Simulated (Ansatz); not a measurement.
input.yaml

```yaml
crystal:
  lattice:
    - [1.5360751134, 0.8868533802, 5.6647185709]
    - [-1.5360751134, 0.8868533802, 5.6647185709]
    - [0.0, -1.7737067604, 5.6647185709]
  atoms:
    - { symbol: W, position: [0.0006168779, 0.0006168779, 0.0006168779] }
    - { symbol: S, position: [0.2426439531, 0.2426439531, 0.2426439531] }
    - { symbol: S, position: [0.425439169, 0.425439169, 0.425439169] }
basis:
  ecutwfc: 420
kpoints:
  mp_grid: { grid: [12, 12, 12] }
hamiltonian:
  xc: pbesol
  dispersion: d3bj
scf:
  occupations: { method: gaussian, width: 0.02 }
output:
  forces: true
  stress: true
  eigenvalues: true
relax:
  adjacent_minimum: "off"
  f_tol: 0.01
  max_steps: 30
  cell: { stress_tol: 0.1, fix: [volume] }
```

Command:
```bash
ansatz run input.yaml --threads 1 --pin off --max-ram 2560MiB --backend cpu --events-out ev --progress --plain --runs-dir out
```

All numbers below come from DFT PBEsol+D3(BJ), scalar-relativistic, plane waves, PAW (Ansatz 0.2.0).

Part of what the program printed, abridged:

```
Pseudopotentials: kind: paw
Pseudopotential: W, paw, valence charge 14, recommended cutoff 420 eV (normal)
Pseudopotential: S, paw, valence charge 6, recommended cutoff 420 eV (normal)
Functional definition: PBEsol
Crystal: 3 atoms, lattice volume = 46.301 Å³
Basis set: ecut = 420 eV, 883 PW (Γ), FFT grids on a1−a3, a2−a3, a3, exchange–correlation on 48×48×80 points (8 copies of the dense FFT grid, shifted against one another)
Bands: 17, of which v1, the nominal top of the filled ones, is band 13 counted from 1 (12 counted from 0)
Symmetry: 6 space group operations
Space group: R3m (ITA 160), of the structure as read, at distance tolerance 3.6e-5 Å
k-points: 189 of 1728 (time reversal used)
Initial density: superposition of atomic densities (neutral atoms: chi_scale 0, normalization atom), corrected by the library's trained network
Initial wavefunctions: pseudopotential atomic-orbital guess
Functional: x = pbesol(κ = 0.804, μ = 0.12345679), c = pbesol(β = 0.046)
SCF iter   1: F=—  HF=-12030.216865 eV  |F-HF|=—  |Δ(HF+E_count)|=         —  Δρ=7.97e-3  dr2=2.84e-2  ethr=1.77e-3  ⟨swp⟩=6.1  Hψ=19104  notcnv=0
SCF iter   2: F=—  HF=-12030.213366 eV  |F-HF|=—  |Δ(HF+E_count)|=   3.50e-3  Δρ=3.78e-3  dr2=8.50e-3  ethr=1.09e-4  ⟨swp⟩=2.4  Hψ=6486  notcnv=0
SCF iter   3: F=—  HF=-12030.213495 eV  |F-HF|=—  |Δ(HF+E_count)|=   1.29e-4  Δρ=1.29e-3  dr2=6.73e-4  ethr=3.27e-5  ⟨swp⟩=2.1  Hψ=4809  notcnv=0
SCF iter   4: F=—  HF=-12030.213468 eV  |F-HF|=—  |Δ(HF+E_count)|=   2.73e-5  Δρ=2.92e-4  dr2=1.31e-5  ethr=2.59e-6  ⟨swp⟩=2.0  Hψ=4642  notcnv=0
SCF iter   5: F=—  HF=-12030.213499 eV  |F-HF|=—  |Δ(HF+E_count)|=   3.11e-5  Δρ=2.90e-5  dr2=4.23e-7  ethr=5.04e-8  ⟨swp⟩=2.2  Hψ=4897  notcnv=0
SCF iter   6: F=-12030.213499 eV  HF=-12030.213499 eV  |F-HF|=3.35e-9  |Δ(HF+E_count)|=   3.95e-8  Δρ=6.40e-6  dr2=8.10e-9  ethr=3.85e-10  ⟨swp⟩=6.1  Hψ=15706  notcnv=0
SCF 1 converged in 6 iterations: F = -12030.213499 eV  dr2 = 8.10e-9
relax step   1: F+E_penalty+E_count = -12030.21349876 eV  Δ(F+E_penalty+E_count) = +0.000e0 eV  max|allowed force component| = 5.867e-1 eV/Å  Δτ_max = 0.0000 Å  P = +9.212 GPa  Ω = 46.301 Å³  fix = [volume]  reactions: volume +9.212 GPa (6 SCF iters, dr2 threshold 1.00e-7 eV, accepted)
Initial density: handed on by an earlier stage of this run
Initial wavefunctions: those handed on with the density
SCF iter   1: F=—  HF=-12030.229306 eV  |F-HF|=—  |Δ(HF+E_count)|=         —  Δρ=3.91e-3  dr2=9.64e-3  ethr=4.29e-5  ⟨swp⟩=1.1  Hψ=20297  notcnv=0
SCF iter   2: F=—  HF=-12030.227405 eV  |F-HF|=—  |Δ(HF+E_count)|=   1.90e-3  Δρ=1.61e-3  dr2=9.70e-4  ethr=3.71e-5  ⟨swp⟩=2.9  Hψ=5523  notcnv=0
SCF iter   3: F=—  HF=-12030.227240 eV  |F-HF|=—  |Δ(HF+E_count)|=   1.65e-4  Δρ=4.27e-4  dr2=1.80e-4  ethr=3.73e-6  ⟨swp⟩=2.1  Hψ=4469  notcnv=0
SCF iter   4: F=—  HF=-12030.227198 eV  |F-HF|=—  |Δ(HF+E_count)|=   4.16e-5  Δρ=1.26e-4  dr2=4.65e-6  ethr=6.93e-7  ⟨swp⟩=2.0  Hψ=4465  notcnv=0
SCF iter   5: F=-12030.227198 eV  HF=-12030.227198 eV  |F-HF|=4.28e-9  |Δ(HF+E_count)|=   3.83e-9  Δρ=1.48e-5  dr2=5.39e-8  ethr=1.79e-8  ⟨swp⟩=2.8  Hψ=4954  notcnv=0
SCF iter   6: F=-12030.227198 eV  HF=-12030.227198 eV  |F-HF|=1.08e-9  |Δ(HF+E_count)|=   7.79e-9  Δρ=2.12e-6  dr2=2.09e-9  ethr=2.07e-10  ⟨swp⟩=2.2  Hψ=11263  notcnv=0
SCF 2 converged in 6 iterations: F = -12030.227198 eV  dr2 = 2.09e-9
relax step   2: F+E_penalty+E_count = -12030.22719838 eV  Δ(F+E_penalty+E_count) = -1.370e-2 eV  max|allowed force component| = 2.269e-1 eV/Å  Δτ_max = 0.0439 Å  P = +4.108 GPa  Ω = 46.301 Å³  energy of the carried Pulay correction = +3.092e-18 eV  fix = [volume]  reactions: volume +4.108 GPa (6 SCF iters, dr2 threshold 3.00e-7 eV, accepted)
SCF iter   1: F=—  HF=-12030.230412 eV  |F-HF|=—  |Δ(HF+E_count)|=         —  Δρ=1.22e-3  dr2=1.06e-3  ethr=3.94e-6  ⟨swp⟩=2.2  Hψ=20033  notcnv=0
SCF iter   2: F=—  HF=-12030.230222 eV  |F-HF|=—  |Δ(HF+E_count)|=   1.90e-4  Δρ=5.10e-4  dr2=9.72e-5  ethr=3.94e-6  ⟨swp⟩=2.5  Hψ=4816  notcnv=0
SCF iter   3: F=—  HF=-12030.230209 eV  |F-HF|=—  |Δ(HF+E_count)|=   1.24e-5  Δρ=1.53e-4  dr2=2.28e-5  ethr=3.74e-7  ⟨swp⟩=2.0  Hψ=4512  notcnv=0
SCF iter   4: F=—  HF=-12030.230206 eV  |F-HF|=—  |Δ(HF+E_count)|=   3.55e-6  Δρ=4.15e-5  dr2=5.01e-7  ethr=8.78e-8  ⟨swp⟩=2.0  Hψ=4378  notcnv=0
SCF iter   5: F=-12030.230206 eV  HF=-12030.230206 eV  |F-HF|=1.66e-10  |Δ(HF+E_count)|=   2.81e-8  Δρ=4.44e-6  dr2=4.33e-9  ethr=1.93e-9  ⟨swp⟩=2.5  Hψ=4919  notcnv=0
SCF iter   6: F=-12030.230206 eV  HF=-12030.230206 eV  |F-HF|=3.09e-11  |Δ(HF+E_count)|=   1.02e-9  Δρ=6.23e-7  dr2=1.43e-10  ethr=1.66e-11  ⟨swp⟩=1.9  Hψ=9881  notcnv=0
SCF 3 converged in 6 iterations: F = -12030.230206 eV  dr2 = 1.43e-10
relax step   3: F+E_penalty+E_count = -12030.23020588 eV  Δ(F+E_penalty+E_count) = -3.007e-3 eV  max|allowed force component| = 2.373e-2 eV/Å  Δτ_max = 0.0132 Å  P = +5.477 GPa  Ω = 46.301 Å³  fix = [volume]  reactions: volume +5.477 GPa (6 SCF iters, dr2 threshold 3.00e-7 eV, accepted)
SCF iter   1: F=—  HF=-12030.230263 eV  |F-HF|=—  |Δ(HF+E_count)|=         —  Δρ=1.52e-4  dr2=1.25e-5  ethr=4.28e-8  ⟨swp⟩=3.2  Hψ=20582  notcnv=0
SCF iter   2: F=—  HF=-12030.230261 eV  |F-HF|=—  |Δ(HF+E_count)|=   2.35e-6  Δρ=6.10e-5  dr2=1.01e-6  ethr=4.28e-8  ⟨swp⟩=2.0  Hψ=4423  notcnv=0
SCF iter   3: F=—  HF=-12030.230261 eV  |F-HF|=—  |Δ(HF+E_count)|=   1.74e-7  Δρ=2.02e-5  dr2=1.96e-7  ethr=3.90e-9  ⟨swp⟩=2.0  Hψ=4714  notcnv=0
SCF iter   4: F=-12030.230261 eV  HF=-12030.230261 eV  |F-HF|=6.68e-10  |Δ(HF+E_count)|=   2.62e-8  Δρ=6.54e-6  dr2=6.79e-9  ethr=7.55e-10  ⟨swp⟩=2.0  Hψ=4477  notcnv=0
SCF iter   5: F=-12030.230261 eV  HF=-12030.230261 eV  |F-HF|=1.09e-11  |Δ(HF+E_count)|=   1.24e-9  Δρ=6.94e-7  dr2=9.48e-11  ethr=2.61e-11  ⟨swp⟩=2.0  Hψ=4775  notcnv=0
SCF iter   6: F=-12030.230261 eV  HF=-12030.230261 eV  |F-HF|=3.64e-12  |Δ(HF+E_count)|=  2.73e-11  Δρ=8.32e-8  dr2=1.91e-12  ethr=1.00e-12  ⟨swp⟩=1.0  Hψ=7329  notcnv=0
SCF 4 converged in 6 iterations: F = -12030.230261 eV  dr2 = 1.91e-12
relax step   4: F+E_penalty+E_count = -12030.23026051 eV  Δ(F+E_penalty+E_count) = -5.463e-5 eV  max|allowed force component| = 1.073e-2 eV/Å  Δτ_max = 0.0004 Å  P = +5.567 GPa  Ω = 46.301 Å³  energy of the carried Pulay correction = -1.546e-18 eV  fix = [volume]  reactions: volume +5.567 GPa (6 SCF iters, dr2 threshold 1.69e-7 eV, accepted)
SCF iter   1: F=—  HF=-12030.230269 eV  |F-HF|=—  |Δ(HF+E_count)|=         —  Δρ=4.14e-5  dr2=7.90e-7  ethr=2.50e-9  ⟨swp⟩=3.2  Hψ=20113  notcnv=0
SCF iter   2: F=—  HF=-12030.230269 eV  |F-HF|=—  |Δ(HF+E_count)|=   5.96e-7  Δρ=1.60e-5  dr2=6.94e-8  ethr=2.50e-9  ⟨swp⟩=2.0  Hψ=4477  notcnv=0
SCF iter   3: F=—  HF=-12030.230269 eV  |F-HF|=—  |Δ(HF+E_count)|=   1.37e-8  Δρ=4.84e-6  dr2=1.01e-8  ethr=2.67e-10  ⟨swp⟩=2.0  Hψ=4655  notcnv=0
SCF iter   4: F=-12030.230269 eV  HF=-12030.230269 eV  |F-HF|=6.37e-11  |Δ(HF+E_count)|=   1.52e-9  Δρ=1.69e-6  dr2=5.17e-10  ethr=3.87e-11  ⟨swp⟩=2.0  Hψ=4535  notcnv=0
SCF iter   5: F=-12030.230269 eV  HF=-12030.230269 eV  |F-HF|=1.82e-12  |Δ(HF+E_count)|=  4.00e-11  Δρ=2.36e-7  dr2=1.04e-11  ethr=1.99e-12  ⟨swp⟩=1.8  Hψ=4520  notcnv=0
SCF iter   6: F=-12030.230269 eV  HF=-12030.230269 eV  |F-HF|=3.64e-12  |Δ(HF+E_count)|=  7.28e-12  Δρ=2.26e-8  dr2=7.44e-14  ethr=1.00e-12  ⟨swp⟩=1.1  Hψ=7210  notcnv=0
SCF 5 converged in 6 iterations: F = -12030.230269 eV  dr2 = 7.44e-14
relax step   5: F+E_penalty+E_count = -12030.23026929 eV  Δ(F+E_penalty+E_count) = -8.783e-6 eV  max|allowed force component| = 1.427e-4 eV/Å  Δτ_max = 0.0002 Å  P = +5.531 GPa  Ω = 46.301 Å³  energy of the carried Pulay correction = -4.639e-18 eV  fix = [volume]  reactions: volume +5.531 GPa (6 SCF iters, dr2 threshold 7.20e-9 eV, accepted)
Initial wavefunctions: pseudopotential atomic-orbital guess (no wavefunctions were taken with the density)
SCF iter   1: F=—  HF=-12030.230270 eV  |F-HF|=—  |Δ(HF+E_count)|=         —  Δρ=5.16e-5  dr2=3.37e-8  ethr=2.07e-7  ⟨swp⟩=3.1  Hψ=27142  notcnv=0
SCF iter   2: F=—  HF=-12030.230273 eV  |F-HF|=—  |Δ(HF+E_count)|=   2.68e-6  Δρ=2.58e-5  dr2=8.21e-9  ethr=1.29e-10  ⟨swp⟩=3.2  Hψ=6408  notcnv=0
SCF iter   3: F=—  HF=-12030.230273 eV  |F-HF|=—  |Δ(HF+E_count)|=   5.23e-7  Δρ=9.54e-7  dr2=3.23e-10  ethr=3.16e-11  ⟨swp⟩=2.0  Hψ=5317  notcnv=0
SCF iter   4: F=-12030.230273 eV  HF=-12030.230273 eV  |F-HF|=1.09e-11  |Δ(HF+E_count)|=  2.58e-10  Δρ=2.48e-7  dr2=1.48e-11  ethr=1.24e-12  ⟨swp⟩=2.0  Hψ=4553  notcnv=0
SCF iter   5: F=-12030.230273 eV  HF=-12030.230273 eV  |F-HF|=1.82e-12  |Δ(HF+E_count)|=  1.46e-11  Δρ=8.67e-8  dr2=3.13e-12  ethr=1.00e-12  ⟨swp⟩=1.0  Hψ=3213  notcnv=0
SCF iter   6: F=-12030.230273 eV  HF=-12030.230273 eV  |F-HF|=9.09e-12  |Δ(HF+E_count)|=  7.28e-12  Δρ=1.67e-8  dr2=1.09e-13  ethr=1.00e-12  ⟨swp⟩=1.0  Hψ=3213  notcnv=0
SCF iter   7: F=-12030.230273 eV  HF=-12030.230273 eV  |F-HF|=5.46e-12  |Δ(HF+E_count)|=  9.09e-12  Δρ=5.06e-9  dr2=2.22e-14  ethr=1.00e-12  ⟨swp⟩=1.0  Hψ=3213  notcnv=0
SCF iter   8: F=-12030.230273 eV  HF=-12030.230273 eV  |F-HF|=0.00e0  |Δ(HF+E_count)|=  9.09e-12  Δρ=1.46e-9  dr2=5.17e-16  ethr=1.00e-12  ⟨swp⟩=1.5  Hψ=7406  notcnv=0
SCF 6 converged in 8 iterations: F = -12030.230273 eV  dr2 = 5.17e-16
SCF converged after 8 iterations
Free energy (F): -12030.230273 eV
Harris-Foulkes:  -12030.230273 eV  (|F-HF|=0.00e0)
Internal energy: -12030.230273 eV  (E = F + TS)
E sigma→0 (E₀):  -12030.230273 eV
Fermi energy:    14.798614 eV
--- Per-component energies (eV) ---
  E_band       = -126.695641
  E_kinetic    = 672.308242
  E_local      = -1386.901222  (includes V_loc(G=0)·N_el)
  E_nonlocal   = 60.747021
  E_hartree    = 541.490930
  E_xc         = -461.068911
  E_vxc        = -418.118732  (∫ρ·V_xc dr)
  E_paw        = -9604.806596  (= ΣΔE_a)
  E_vpaw       = -137.712746  (= ΣTr[D̂ρ^β])
  E_aug_tail   = -0.000064  (compensation charges beyond the density's cutoff)
  E_ewald      = -1851.006408
  E_disp       = -1.338956  (pairwise vdW)
  E_core_change = 0.345691  (= ΣΔE_core)
  E_smearing   =  0.000000  (= −TS)
--- Forces (eV/Å), atoms counted from 1 ---
  atom   1  W      0.00000000     0.00000000    -0.00014302
  atom   2  S      0.00000000     0.00000000     0.00007438
  atom   3  S      0.00000000     0.00000000     0.00006813
--- Stress (GPa, compression-positive) ---
        5.531191       0.000000       0.000000
        0.000000       5.531191       0.000000
        0.000000       0.000000       5.528013
  P = ⅓ Tr σ = 5.5301 GPa (55.301 kbar)
--- Band table (eV; the first three rows and the last of 189) ---
  k-point 0: bands = ["-60.2578", "-24.6394", "-24.3637", "-24.3637", "-2.1610", "0.5346", "5.5586", "10.6410", "10.6410", "11.8857", "11.8857", "12.5402", "13.5623", "16.3535", "16.3535", "16.9412", "16.9412"]
  k-point 1: bands = ["-60.2560", "-24.6334", "-24.3963", "-24.3712", "-2.0275", "0.5598", "5.7261", "10.3150", "10.7751", "11.4933", "11.6693", "12.5551", "13.5225", "16.3298", "16.5417", "16.5878", "16.8775"]
  k-point 2: bands = ["-60.2511", "-24.6169", "-24.4844", "-24.3915", "-1.6437", "0.6343", "6.1787", "9.5544", "10.6554", "11.1176", "11.2050", "12.5489", "13.0863", "15.7618", "16.5657", "16.8110", "17.1095"]
  k-point 188: bands = ["-60.2578", "-24.6397", "-24.3637", "-24.3637", "-1.4570", "-0.7302", "7.6969", "9.5085", "10.5823", "10.5823", "12.0098", "12.0098", "14.5782", "16.4088", "16.4088", "16.7375", "16.7375"]
--- Relaxed structure (5 steps of the walk, 5 accepted, 1 SCFs on fresh bases) ---
  F+E_penalty+E_count = -12030.23027349 eV   max|allowed force component| = 1.428e-4 eV/Å   (the final SCF, on the basis selected at the relaxed cell)
  cell:  # Å, volume = 46.3014 Å³
    - [1.54252094, 0.89057488, 5.61747443]
    - [-1.54252094, 0.89057488, 5.61747443]
    - [0.0, -1.78114976, 5.61747443]
  atoms:
    - { symbol: W, position: [0.00058991, 0.00058991, 0.00058991] }
    - { symbol: S, position: [0.24085576, 0.24085576, 0.24085576] }
    - { symbol: S, position: [0.42725432, 0.42725432, 0.42725432] }
```

The relaxation met its thresholds.

It took 94 s on 1 thread of Arm Neoverse V2, with other jobs on the host, peak memory 0.46 GiB.

Spin–orbit coupling is left out, which can shift energies with elements as heavy as these.